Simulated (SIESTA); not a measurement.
# AlNi (Cmmm) in SIESTA: notebook, part 2 of 2

SIESTA 5.4.2.

### Step 3. Single point, LDA, collinear spin, ferromagnetic start, 11.03 Å³/atom

Contents of AlNi.fdf:

```
SystemName                      AlNi
SystemLabel                     AlNi
NumberOfSpecies                 2
NumberOfAtoms                   2
%block ChemicalSpeciesLabel
  1  28 Ni
  2  13 Al
%endblock ChemicalSpeciesLabel

LatticeConstant                 1.0 Ang
%block LatticeVectors
     1.8991177115    -1.9133179386     0.0000000000
     1.8991177115     1.9133179386     0.0000000000
     0.0000000000     0.0000000000     3.0361586134
%endblock LatticeVectors
AtomicCoordinatesFormat         Fractional
%block AtomicCoordinatesAndAtomicSpecies
     0.5000000000     0.5000000000     0.5000000000  1  Ni
     0.0000000000     0.0000000000     0.0000000000  2  Al
%endblock AtomicCoordinatesAndAtomicSpecies

%block kgrid.MonkhorstPack
    8   0   0  0.0
    0   8   0  0.0
    0   0   7  0.0
%endblock kgrid.MonkhorstPack
XC.Functional                   LDA
XC.Authors                      PW92
PAO.BasisSize                   DZP
PAO.EnergyShift                 0.003 Ry
Mesh.Cutoff                     800 Ry
Spin                            polarized
%block DM.InitSpin
    1   1.000
    2   0.000
%endblock DM.InitSpin
OccupationFunction              FD
ElectronicTemperature           0.05 eV
MaxSCFIterations                200
SCF.MustConverge                false
SCF.Mixer.Method                Pulay
SCF.Mixer.Weight                0.1
SCF.Mixer.History               10
SCF.DM.Tolerance                5.0e-05
SCF.H.Tolerance                 1.0e-03 eV
WriteForces                     true
Charge.Mulliken                 end
%block PAO.Basis
  Ni 5
  n=3 0 2
    2.442 0.000
  n=4 0 2
    7.025 0.000
  n=3 1 2
    2.721 0.000
  n=4 1 1
    7.025
  n=3 2 2
    4.458 0.000
%endblock PAO.Basis
```

Potentials or basis: PseudoDojo 0.4 standard (LDA files), DZP (energy shift 0.003 Ry; two zetas on semicore shells).

Started as:

```
$ siesta AlNi.fdf > AlNi.out 2>&1
```

It took 3.7 min on 1 thread of Arm Neoverse V2, shared host; peak memory 0.39 GiB.

The run converged. Its results:

```yaml
Free_energy: -4627.6532 eV
Pressure: 5.2 GPa
Band_gap_on_the_k_mesh: none (metal or under the smearing width)
Net_moment: 0.00 μB per cell
```

Caveat: short orbitals over semicore shells can move pressures by several GPa; the basis of atomic orbitals isn't converged, which shifts pressures, moduli and gaps.

### Step 4. Single point, LDA, collinear spin, ferromagnetic start, 11.27 Å³/atom

Changes to AlNi.fdf since step 3:

```diff
@@ -11,5 +11,5 @@
 %block LatticeVectors
-     1.8991177115    -1.9133179386     0.0000000000
-     1.8991177115     1.9133179386     0.0000000000
-     0.0000000000     0.0000000000     3.0361586134
+     1.9124922205    -1.9267924526     0.0000000000
+     1.9124922205     1.9267924526     0.0000000000
+     0.0000000000     0.0000000000     3.0575407166
 %endblock LatticeVectors
```

Started as:

```
$ siesta AlNi.fdf > AlNi.out 2>&1
```

Wall time 3.7 min (1 thread of Arm Neoverse V2, shared host); peak memory 0.39 GiB.

The run converged. Its results:

```
Free energy            : -4627.6621 eV
Pressure               : 1.0 GPa
Band gap on the k mesh : none (metal or under the smearing width)
Net moment             : 0.00 μB per cell
```

Caveat: short orbitals over semicore shells can move pressures by several GPa; the basis of atomic orbitals isn't converged, which shifts pressures, moduli and gaps.

### Step 5. Single point, LDA, collinear spin, ferromagnetic start, 11.50 Å³/atom

Changes to AlNi.fdf since step 4:

```diff
@@ -11,5 +11,5 @@
 %block LatticeVectors
-     1.9124922205    -1.9267924526     0.0000000000
-     1.9124922205     1.9267924526     0.0000000000
-     0.0000000000     0.0000000000     3.0575407166
+     1.9256822388    -1.9400810963     0.0000000000
+     1.9256822388     1.9400810963     0.0000000000
+     0.0000000000     0.0000000000     3.0786278706
 %endblock LatticeVectors
```

Started as:

```
$ siesta < AlNi.fdf > AlNi.out 2>&1
```

Wall time 3.4 min (1 thread of Arm Neoverse V2, shared host); peak memory 0.38 GiB.

It converged, with:

```
Free energy            : -4627.6592 eV
Pressure               : -2.9 GPa
Band gap on the k mesh : none (metal or under the smearing width)
Net moment             : 0.00 μB per cell
```

Caveat: short orbitals over semicore shells can move pressures by several GPa; the basis of atomic orbitals isn't converged, which shifts pressures, moduli and gaps.

### Step 6. Single point, LDA, collinear spin, ferromagnetic start, 11.74 Å³/atom

Changes to AlNi.fdf since step 5:

```diff
@@ -11,5 +11,5 @@
 %block LatticeVectors
-     1.9256822388    -1.9400810963     0.0000000000
-     1.9256822388     1.9400810963     0.0000000000
-     0.0000000000     0.0000000000     3.0786278706
+     1.9386940000    -1.9531901500     0.0000000000
+     1.9386940000     1.9531901500     0.0000000000
+     0.0000000000     0.0000000000     3.0994300413
 %endblock LatticeVectors
```

Potentials or basis: PseudoDojo 0.4 standard (LDA files), DZP (energy shift 0.003 Ry; two zetas on semicore shells).

Started as:

```
$ siesta AlNi.fdf > AlNi.out 2>&1
```

Run time: 3.4 min. Hardware: 1 thread of Arm Neoverse V2, shared host; peak memory 0.38 GiB.

Results (log left out):

* Free energy: -4627.6457 eV
* Pressure: -6.2 GPa
* Band gap on the k mesh: none (metal or under the smearing width)
* Net moment: 0.00 μB per cell

Caveat: short orbitals over semicore shells can move pressures by several GPa; the basis of atomic orbitals isn't converged, which shifts pressures, moduli and gaps.

### Step 7. Single point, LDA, collinear spin, ferromagnetic start, 11.97 Å³/atom

Changes to AlNi.fdf since step 6:

```diff
@@ -11,5 +11,5 @@
 %block LatticeVectors
-     1.9386940000    -1.9531901500     0.0000000000
-     1.9386940000     1.9531901500     0.0000000000
-     0.0000000000     0.0000000000     3.0994300413
+     1.9515334073    -1.9661255611     0.0000000000
+     1.9515334073     1.9661255611     0.0000000000
+     0.0000000000     0.0000000000     3.1199566663
 %endblock LatticeVectors
```

Started as:

```
$ siesta < AlNi.fdf > AlNi.out 2>&1
```

Run time: 3.2 min. Hardware: 1 thread of Arm Neoverse V2, shared host; peak memory 0.37 GiB.

It converged, with:

```
Free energy            : -4627.6227 eV
Pressure               : -9.4 GPa
Band gap on the k mesh : none (metal or under the smearing width)
Net moment             : 0.00 μB per cell
```

Caveat: short orbitals over semicore shells can move pressures by several GPa; the basis of atomic orbitals isn't converged, which shifts pressures, moduli and gaps.

### Step 8. Single point, LDA, collinear spin, ferromagnetic start, 12.21 Å³/atom

Changes to AlNi.fdf since step 7:

```diff
@@ -11,5 +11,5 @@
 %block LatticeVectors
-     1.9515334073    -1.9661255611     0.0000000000
-     1.9515334073     1.9661255611     0.0000000000
-     0.0000000000     0.0000000000     3.1199566663
+     1.9642060572    -1.9788929679     0.0000000000
+     1.9642060572     1.9788929679     0.0000000000
+     0.0000000000     0.0000000000     3.1402166928
 %endblock LatticeVectors
```

Started as:

```
$ siesta AlNi.fdf > AlNi.out 2>&1
```

It took 3.2 min on 1 thread of Arm Neoverse V2, shared host; peak memory 0.37 GiB.

Results (log left out):

| Property | Result |
| --- | --- |
| Free energy | -4627.5912 eV |
| Pressure | -12.1 GPa |
| Band gap on the k mesh | none (metal or under the smearing width) |
| Net moment | 0.00 μB per cell |

Caveat: short orbitals over semicore shells can move pressures by several GPa; the basis of atomic orbitals isn't converged, which shifts pressures, moduli and gaps.

### Step 9. Single point, LDA, collinear spin, ferromagnetic start, 12.44 Å³/atom

Changes to AlNi.fdf since step 8:

```diff
@@ -11,5 +11,5 @@
 %block LatticeVectors
-     1.9642060572    -1.9788929679     0.0000000000
-     1.9642060572     1.9788929679     0.0000000000
-     0.0000000000     0.0000000000     3.1402166928
+     1.9767172612    -1.9914977216     0.0000000000
+     1.9767172612     1.9914977216     0.0000000000
+     0.0000000000     0.0000000000     3.1602186123
 %endblock LatticeVectors
```

Potentials or basis: PseudoDojo 0.4 standard (LDA files), DZP (energy shift 0.003 Ry; two zetas on semicore shells).

Started as:

```
$ siesta < AlNi.fdf > AlNi.out 2>&1
```

Wall time 3.1 min (1 thread of Arm Neoverse V2, shared host); peak memory 0.36 GiB.

Results (log left out):

| Quantity | Value |
| --- | --- |
| Free energy | -4627.5522 eV |
| Pressure | -14.5 GPa |
| Band gap on the k mesh | none (metal or under the smearing width) |
| Net moment | 0.00 μB per cell |

Caveat: short orbitals over semicore shells can move pressures by several GPa; the basis of atomic orbitals isn't converged, which shifts pressures, moduli and gaps.

### Step 10. Equation of state, LDA, collinear spin, ferromagnetic start

No new run: the results of the series are fitted here.

Results:

| Quantity | Value |
| --- | --- |
| Equilibrium volume | 11.32 Å³/atom |
| Bulk modulus at fixed shape and positions | 189 GPa |
| Pressure derivative of the bulk modulus | 4.4 |

Energy against volume, from the lowest point:
| volume (Å³/atom) | energy (meV/atom) |
| --- | --- |
| 11.032 | 4.44 |
| 11.267 | 0.00 |
| 11.502 | 1.46 |
| 11.736 | 8.19 |
| 11.971 | 19.70 |
| 12.206 | 35.43 |
| 12.441 | 54.95 |

Caveat: short orbitals over semicore shells can move pressures by several GPa; the cell was scaled at fixed shape and fractional positions, which overstates the stiffness of a crystal with free parameters, most of all of layers and chains; the basis of atomic orbitals isn't converged, which shifts pressures, moduli and gaps.
